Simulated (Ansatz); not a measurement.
A vibration from a frozen displacement in LiH

These are results of DFT PBE, scalar-relativistic, plane waves, PAW in Ansatz 0.2.0, not measurements. Settings: plane waves to 420 eV, k-mesh 10×10×10 (Γ-centred), Gaussian smearing 0.05 eV. No spin polarisation. Energies are free energies at this smearing, counted from the undisturbed cell; pressure is positive in compression.

The undisturbed cell (as given, not relaxed at this level; it stands at -1.5 GPa):

```
Li H
1.0
     0.00000    2.03250    2.03250
     2.03250    0.00000    2.03250
     2.03250    2.03250    0.00000
Li H
1 1
Direct
  0.00000 0.00000 0.00000
  0.50000 0.50000 0.50000
```

Every Li atom is moved by x along the Cartesian unit vector (0.000, -0.707, -0.707); the cell and all other atoms stay fixed. The cell's volume is 16.79 Å³; the moved atoms weigh 6.940 u together and the others 1.008 u. Some rows repeat others by symmetry and weren't run.

| x (Å) | ΔE (meV/cell) | total force on the moved atoms along the move (eV/Å) | pressure (GPa) |
| --- | --- | --- | --- |
| -0.2000 | 19.65 | 0.2029 | -0.8989 |
| -0.1750 | 14.93 | 0.1749 | -1.0301 |
| -0.1500 | 10.89 | 0.1481 | -1.1437 |
| -0.1250 | 7.52 | 0.1219 | -1.2397 |
| -0.1000 | 4.79 | 0.0966 | -1.3182 |
| -0.0750 | 2.68 | 0.0718 | -1.3792 |
| -0.0500 | 1.19 | 0.0477 | -1.4227 |
| -0.0250 | 0.30 | 0.0238 | -1.4488 |
| 0.0000 | 0.00 | 0.0000 | -1.4575 |
| 0.0250 | 0.30 | -0.0238 | -1.4488 |
| 0.0500 | 1.19 | -0.0477 | -1.4227 |
| 0.0750 | 2.68 | -0.0718 | -1.3792 |
| 0.1000 | 4.79 | -0.0966 | -1.3182 |
| 0.1250 | 7.52 | -0.1219 | -1.2397 |
| 0.1500 | 10.89 | -0.1481 | -1.1437 |
| 0.1750 | 14.93 | -0.1749 | -1.0301 |
| 0.2000 | 19.65 | -0.2029 | -0.8989 |

Question: What frequency belongs to this motion?

Answer: The force constant is k = −dF/dx = 0.950 eV/Å², from the parabola through x = -0.0250, 0 and 0.0250. In every cell the moved atoms swing against the rest, so the mass is μ = m₁m₂/(m₁ + m₂) = 0.880 u, and ν̃ = 521.5 cm⁻¹ × √(|k|/μ) = 542 cm⁻¹, at this cell's pressure of -1.5 GPa. To first order in x, and within 1 %, the force on every atom lies along the move and, within each of the two groups, in proportion to the atom's mass, so this is itself a mode at the zone centre of this cell, taken without macroscopic field (the transverse frequency in a polar insulator).

Question: How far does the harmonic law reach?

Answer: At x = -0.200 Å, kx²/2 = 19.01 meV against the computed 19.65 meV (+3.4 %): the well is still close to harmonic there.